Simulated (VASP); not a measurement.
HgTe, 2 atoms in the cell. It takes space group I-4m2 (No. 119, tetragonal). The conventional cell has a = 6.091 Å, b = 6.091 Å, c = 3.119 Å, α = 90.00°, β = 90.00°, γ = 90.00°. Hg (site symmetry -4m2) is surrounded by 2 Hg at 3.12 Å and 4 Te at 3.14 Å. Around Te (site symmetry -4m2) lie 2 Te at 3.12 Å and 4 Hg at 3.14 Å. Measurements of this composition are mostly on another form, of space group No. 216.

| Quantity | Value |
| --- | --- |
| Program | VASP 6.6.1 |
| Task | single point |
| Functional | HSE(alpha, omega) |
| Potentials or basis | VASP PAW PBE potentials, release 64 (Hg, Te) |
| Cutoff | 520 eV |
| k mesh | 5 × 5 × 5 |
| Occupations | fermi-dirac, width 0.05 eV |
| Spin | no spin polarisation |
| Screening parameter | 0.6 |
| Grid for exact exchange (PRECFOCK) | Fast |
| Further INCAR settings | ALGO = Normal; EDIFF = 1e-07 |

Potentials or basis: VASP PAW PBE potentials, release 64 (Hg, Te).

Run with:

```bash
$ cat potpaw_PBE.64/Hg/POTCAR potpaw_PBE.64/Te/POTCAR > POTCAR
$ cp INCAR.step1 INCAR
$ mpirun -np 1 vasp_std > vasp.out
$ cp INCAR.step2 INCAR
$ mpirun -np 1 vasp_std > vasp.out
```

Hardware: 1 thread of Intel(R) Xeon(R) Platinum 8559C (Emerald Rapids) (shared host).

Question: How long does it take, and how much memory?

Answer: Wall time 11 min on 1 thread of Intel(R) Xeon(R) Platinum 8559C (Emerald Rapids) (shared host), peak memory 0.3 GiB. Counts: scf iterations 10, k points 18.
